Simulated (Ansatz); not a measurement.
GaAs: pressure against volume scale

Periodic Kohn-Sham DFT of a crystal at fixed atoms, scaled to volume_scale times the given cell; pressure positive in compression, energy less spherical unpolarised free atoms, largest_vzz the field gradient of largest size among the nuclei. The results are calculated, by Ansatz 0.2.0.

The cell before it is scaled or strained (space group F-43m, No. 216):
```
cell vectors (Å)
   0.0000     2.8268     2.8268
   2.8268     0.0000     2.8268
   2.8268     2.8268     0.0000
atoms (fractions of the cell vectors)
Ga  0.00000  0.00000  0.00000
As  0.75000  0.75000  0.75000
```

Settings of every row: method all-electron PAW; functional LDA; relativity scalar; k mesh 11x11x11; filling fermi-dirac; smearing width 0.05 eV; nucleus gaussian.

Atom start moment: 0 on all atoms.

Limits of some rows: small gap, it may come from the mesh (row 1, 2, 5, 6, 7, 8).

```csv
row,volume scale,V (Å³/atom),pressure (GPa)
1,0.94,21.233,2.845
2,0.9405,21.244,2.799
3,0.96,21.687,1.094
4,0.98,22.139,-0.461
5,0.99,22.363,-1.174
6,1,22.59,-1.846
7,1.01,22.814,?
8,1.02,23.04,-3.069
9,1.04,23.494,-4.152
```

Question: what pressure should row 7 give?

Worked fit of pressure. Take u = (V_r/V)^(2/3) − 1 with V_r = 22.251 Å³ an atom, which is twice the finite (Eulerian) strain; such expansions in the strain, on which the Birch-Murnaghan equation of state is built, carry the rest volume and the bulk modulus. The shown rows have u = 0.03171, 0.03136, 0.01726, 0.00337, -0.00334, -0.01003, -0.02296, -0.03559. Least squares give pressure = −0.8229 + 105.264 × u + 328.04 × u² GPa; a straight line predicts inner rows, each left out in turn, worse (root mean square 0.16 against 0.0034 GPa). The rows lie off it by 0.000, -0.002, 0.002, 0.003, -0.003, 0.000, -0.002, 0.002. The pressure vanishes at u = 0.0076, or V = 22 Å³ an atom, and there the bulk modulus at fixed shape and fractions is B = −V dP/dV = (2/3)(1 + u) dP/du = 74.1 GPa. The withheld row has u = -0.01652, so the fit gives −0.8229 + 105.264 × (-0.01652) + 328.04 × (-0.01652)² = -2.472 GPa.

The calculation gave -2.477 GPa. The fit lies 0.005 GPa (0.071 % of the column's range) above it; its largest miss of a shown row is 0.003 GPa.
